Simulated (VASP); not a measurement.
## Y: relaxation of cell and atoms with PBE

Y:

```
Y
1.0
     3.60000    0.00000    0.00000
    -1.80000    3.11769    0.00000
     0.00000    0.00000    5.62000
Y
2
Cartesian
  0.0000 2.0785 1.4050
  1.8000 1.0392 4.2150
```

The cell was built by a generator and needn't be a form met in nature.

| Property | Result |
| --- | --- |
| Program | VASP 6.6.1 |
| Task | relaxation of cell and atoms |
| Functional | PBE |
| Potentials or basis | VASP PAW PBE potentials, release 64 (Y_sv) |
| Cutoff | 600 eV |
| k mesh | 14 × 14 × 8 |
| Occupations | methfessel-paxton, width 0.1 eV |
| Spin | no spin polarisation |
| Further INCAR settings | ALGO = Fast; EDIFF = 1e-07; IBRION = 2; EDIFFG = -0.005; NSW = 40; ISIF = 3 |

```json
{
 "Relaxed volume": "32.73 Å³/atom",
 "Relaxed cell": "a = 3.653 Å, b = 3.653 Å, c = 5.663 Å, α = 90.00°, β = 90.00°, γ = 120.00°",
 "Space group after relaxing (to 0.05 Å)": "P6_3/mmc (No. 194)",
 "Energy gained by relaxing": "6.1 meV/atom",
 "Ionic steps": "8",
 "Pressure after relaxing": "0.0 GPa",
 "Band gap on the k mesh": "none (metal or under the smearing width)"
}
```

The path:
```
step  energy change (eV)  largest force (eV/Å)  pressure (GPa)  volume (Å³)
   1              0.0000                0.0000            1.61        63.08
   2             -0.0115                0.0000           -0.34        66.01
   3             -0.0121                0.0000           -0.01        65.49
   4             -0.0121                0.0000           -0.06        65.54
   5             -0.0121                0.0000            0.03        65.42
   6             -0.0121                0.0000            0.06        65.38
   7             -0.0122                0.0000            0.04        65.40
   8             -0.0122                0.0000            0.02        65.46
```

Final structure:
```cif
data_structure
_symmetry_space_group_name_H-M 'P 1'
_symmetry_Int_Tables_number 1
_cell_length_a 3.6533
_cell_length_b 3.6533
_cell_length_c 5.6632
_cell_angle_alpha 90.000
_cell_angle_beta 90.000
_cell_angle_gamma 120.000
_cell_volume 65.46
loop_
_atom_site_label
_atom_site_type_symbol
_atom_site_fract_x
_atom_site_fract_y
_atom_site_fract_z
_atom_site_occupancy
Y1 Y 0.33333 0.66667 0.25000 1
Y2 Y 0.66667 0.33333 0.75000 1
```

Levels at points of the mesh, in eV from the Fermi level:
```
           k point  band 9  band 10  band 11  band 12  band 13  band 14
(0.00, 0.00, 0.00)   -4.68    -1.84     0.98     1.74     1.74     2.15
(0.50, 0.00, 0.00)   -1.68    -1.18    -0.79    -0.13     1.43     1.46
(0.00, 0.00, 0.50)   -3.22    -3.22     1.01     1.01     1.64     1.64
(0.50, 0.00, 0.50)   -1.64    -1.64     0.10     0.10     1.40     1.40
```

Wall time 18 min on 1 thread of Intel(R) Xeon(R) Platinum 8259CL CPU @ 2.50GHz (Skylake/Cascade Lake) (shared host), peak memory 0.33 GiB.
